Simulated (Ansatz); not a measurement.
# Cu2O (Cuprite) in Ansatz: the effect of functional

Cu2O (Cuprite):

```
Cu O
1.0
     4.23141    0.00000    0.00000
     0.00000    4.23141    0.00000
     0.00000    0.00000    4.23141
Cu O
4 2
Cartesian
  3.1736 1.0579 3.1736
  3.1736 3.1736 1.0579
  1.0579 3.1736 3.1736
  1.0579 1.0579 1.0579
  2.1157 2.1157 2.1157
  0.0000 0.0000 0.0000
```

The cell isn't the ideal one: volume scaled by 0.98.

Alike in all runs:

* Program: Ansatz 0.2.0
* Task: single point
* Potentials or basis: Ansatz PAW
* k mesh: 6 × 6 × 6
* Occupations: fermi-dirac, width 0.05 eV
* Spin: no spin polarisation

```tsv
functional	cutoff	gap on the mesh (eV)	pressure (GPa)
PBEsol	420 eV (not typed: the program's choice for these potentials)	?	?
LDA	420 eV (not typed: the program's choice for these potentials)	0.59	-6.1
r2SCAN	500 eV (not typed: the program's choice for these potentials)	0.82	1.3
```

Question: What does the run with functional PBEsol give?

Answer: gap on the mesh 0.55 eV; pressure -0.8 GPa.

Caveats: the PAW data sets come from PBE, with cores solved anew for the run's functional, which leaves a small shift of forces and pressure.

A k mesh can miss the band edges.

Runs at the PBE level aren't shown here.
